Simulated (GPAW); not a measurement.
The system is ZnSe (Stilleite).

```
Se Zn
1.0
     4.00760    0.00000    0.00000
     2.00380    3.47068    0.00000
     2.00380    1.15689    3.27219
Se Zn
1 1
Direct
  0.75000 0.75000 0.75000
  0.00000 0.00000 0.00000
```

Base run:

| Quantity | Value |
| --- | --- |
| Program | GPAW 26.7.0 |
| Functional | LDA |
| Potentials or basis | JTH PAW 2.0, LDA |
| Cutoff | 600 eV |
| Basis | pw |
| k mesh | 7 × 7 × 7 |
| Occupations | fermi-dirac, width 0.05 eV |
| Spin | no spin polarisation |

Its results: band gap on the k mesh 1.03 eV, direct; pressure -3.5 GPa.

Problem. The run is repeated on the same cell with these changes: functional from LDA to PBE; potentials or basis from JTH PAW 2.0, LDA to GPAW PAW data sets (gpaw-data 1.2.1); cutoff from 600 eV to 500 eV. What comes out?

Solution. Band gap on the k mesh 1.30 eV, direct; pressure 1.9 GPa.

Caveats: the program truncates these outside data sets (some runs); the cutoff is short for stress and forces, so pressures can be off by a GPa or more (some runs).
